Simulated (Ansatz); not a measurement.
The system is Si.

```xyz
2
Lattice="0.0000 2.7219 2.7219 2.7219 0.0000 2.7219 2.7219 2.7219 0.0000" Properties=species:S:1:pos:R:3 pbc="T T T"
Si    2.7219    2.7219    2.7219
Si    4.0828    4.0828    4.0828
```

Base run:

```yaml
Program: Ansatz 0.2.0
Functional: PBE
Potentials_or_basis: all-electron LAPW, scalar-relativistic
Cutoff: 182 eV (chosen from the basis error)
Basis_error_allowed: 0.003 eV/atom
k_mesh: 5 × 5 × 5
Occupations: fermi-dirac, width 0.03 eV
Spin: no spin polarisation
```

Its results: band gap on the k mesh 0.59 eV, indirect (least direct gap 2.55 eV); pressure 1.5 GPa.

Problem. The run is repeated on the same cell with these changes: k mesh from 5 × 5 × 5 to 3 × 3 × 3. What comes out?

Solution. Band gap on the k mesh 0.70 eV, indirect (least direct gap 2.51 eV); pressure 3.3 GPa.

Caveats: some runs use coarse meshes; an odd mesh through Γ misses points on the zone boundary, where band edges often lie.
